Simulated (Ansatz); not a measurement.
Crystal: Ag.

```xyz
2
Lattice="2.9300 0.0000 0.0000 -1.4650 2.5375 0.0000 0.0000 0.0000 4.7900" Properties=species:S:1:pos:R:3 pbc="T T T"
Ag    1.4650    0.8458    3.5925
Ag    0.0000    1.6916    1.1975
```

This isn't the form of Ag at room conditions, which is fcc.

- Program: Ansatz 0.2.0
- Task: relaxation of cell and atoms
- Functional: PBE
- Dispersion: D3(BJ)
- Potentials or basis: Ansatz PAW
- Cutoff: 420 eV (not typed: the program's choice for these potentials)
- k mesh: 10 × 10 × 6
- Occupations: fermi-dirac, width 0.05 eV
- Spin: no spin polarisation

At the start: volume 17.81 Å³/atom.

**Question.** Where does the relaxation end?

**Answer.** It ends after 5 steps and the volume is 16.97 Å³/atom (-4.7 %); space group P6_3/mmc (No. 194, to 0.05 Å).

Step by step:
```
step  energy change (eV)  largest force (eV/Å)  volume (Å³)
   1              0.0000                0.0000        35.61
   2             -0.0260                0.0000        34.12
   3             -0.0265                0.0000        33.91
   4             -0.0265                0.0000        33.94
   5             -0.0257                0.0000        33.94
```

Final structure:
```
Ag
1.0
     2.88860    0.00000    0.00000
    -1.44430    2.50160    0.00000
     0.00000    0.00000    4.69614
Ag
2
Direct
  0.66667 0.33333 0.75000
  0.33333 0.66667 0.25000
```

Caveat: the plane-wave basis is chosen anew once the cell has moved, so the energies of steps on either side of that aren't comparable; pairwise dispersion overbinds metals, which lowers pressure and volume.
